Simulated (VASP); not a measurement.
Set up this calculation in VASP 6.6.1, as the native input.

| Item | Value |
| --- | --- |
| Task | single point |
| Functional | HSE06 |
| Potentials or basis | VASP PAW PBE potentials, release 64 (Ca_sv, O) |
| Cutoff | 520 eV |
| k mesh | 6 × 6 × 2 |
| Occupations | gaussian, width 0.01 eV |
| Spin | no spin polarisation |
| Dipole correction | no |
| Exchange at q = 0 | truncated |
| Grid for exact exchange (PRECFOCK) | Normal |
| Screening parameter | 0.2079 1/A |
| Further INCAR settings | ALGO = Normal; EDIFF = 1e-06; NBANDS = 24 |

The system is CaO.

```xyz
4
Lattice="3.9810 0.0000 0.0000 -1.9905 3.4477 0.0000 0.0000 0.0000 4.7701" Properties=species:S:1:pos:R:3 pbc="T T T"
Ca    0.0000    2.2984    1.1925
Ca    1.9905    1.1492    3.5776
O     1.9905    1.1492    1.1925
O     0.0000    2.2984    3.5776
```

The cell was built by a generator and needn't be a form met in nature.

The input as run:

POSCAR

```
CaO
1.0
    3.9810268818      0.0000000000      0.0000000000
   -1.9905134409      3.4476704128      0.0000000000
    0.0000000000      0.0000000000      4.7701152067
Ca O
2 2
Direct
    0.3333333333      0.6666666667      0.2500000000
    0.6666666667      0.3333333333      0.7500000000
    0.6666666667      0.3333333333      0.2500000000
    0.3333333333      0.6666666667      0.7500000000
```

INCAR.step1

```
  PREC = Accurate
  ENCUT = 520
  EDIFF = 1E-5
  ISMEAR = 0
  SIGMA = 0.01
  LREAL = F
  LASPH = T
  NELM = 100
  ALGO = Normal
  ISIF = 2
  LWAVE = T
  NBANDS = 24
  GGA = PE
```

INCAR.step2

```
  PREC = Accurate
  ENCUT = 520
  EDIFF = 1E-6
  ISMEAR = 0
  SIGMA = 0.01
  LREAL = F
  LASPH = T
  NELM = 100
  ALGO = Normal
  ISIF = 2
  LWAVE = F
  LCHARG = T
  GGA = PE
  LHFCALC = T
  HFSCREEN = 0.2079
  PRECFOCK = Normal
  LELF = T
  LVHAR = T
  NBANDS = 24
  ISTART = 1
```

KPOINTS

```
regular mesh
0
Gamma
  6 6 2
```

Potentials or basis: VASP PAW PBE potentials, release 64 (Ca_sv, O).

The run is started by

```bash
$ cat potpaw_PBE.64/Ca_sv/POTCAR potpaw_PBE.64/O/POTCAR > POTCAR
$ cp INCAR.step1 INCAR
$ mpirun -np 1 vasp_std > vasp.out
$ cp INCAR.step2 INCAR
$ mpirun -np 1 vasp_std > vasp.out
```

It gave:

```
Pressure               : 1.0 GPa
Band gap on the k mesh : 4.56 eV, direct
```

Caveat: the k mesh is coarse (spacing up to 0.66 Å⁻¹), so the values aren't converged, least of all with exact exchange; the PAW data sets were made with another functional, which shifts forces and pressure a little.

Run time: 27 min on 1 thread of AMD EPYC 9R45 96-Core Processor (Zen 5), on a shared host, peak memory 0.27 GiB.
